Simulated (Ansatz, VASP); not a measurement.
## Hf in VASP and in Ansatz

```
Hf
1.0
    -1.69670    1.80500    1.80500
     1.69670   -1.80500    1.80500
     1.69670    1.80500   -1.80500
Hf
1
Direct
  0.00000 0.00000 0.00000
```

Change from the starting cell: strain -0.0600 x Voigt [1, 0, 0, 0, 0, 0], atoms carried along.

Alike in both runs: task single point; functional PBE; k mesh 18 × 18 × 18; occupations gaussian, width 0.15 eV; no spin polarisation.

```csv
,VASP,Ansatz
version,VASP 6.6.1,Ansatz 0.2.0
potentials or method,"VASP PAW PBE potentials, release 64 (Hf_pv)","scalar-relativistic, plane waves, PAW"
plane-wave cutoff (eV),520,420
valence electrons in the cell,10,26
```

|  | VASP | Ansatz | Ansatz less VASP |
| --- | --- | --- | --- |
| gap on the k mesh at the Fermi level (eV) | none | none | - |
| pressure (GPa) | 0.7 | 1.0 | +0.29 |
| largest component of the traceless stress (GPa) | 2.25 | 2.19 | -0.062 |

A gap of «none» marks a metal or a gap that the smearing closes. The functional is the same, so the differences come from potentials, cutoffs and numerics. The two sets of potentials don't hold the same shells in valence.

Spin-orbit coupling is left out, which matters for the levels of Hf.
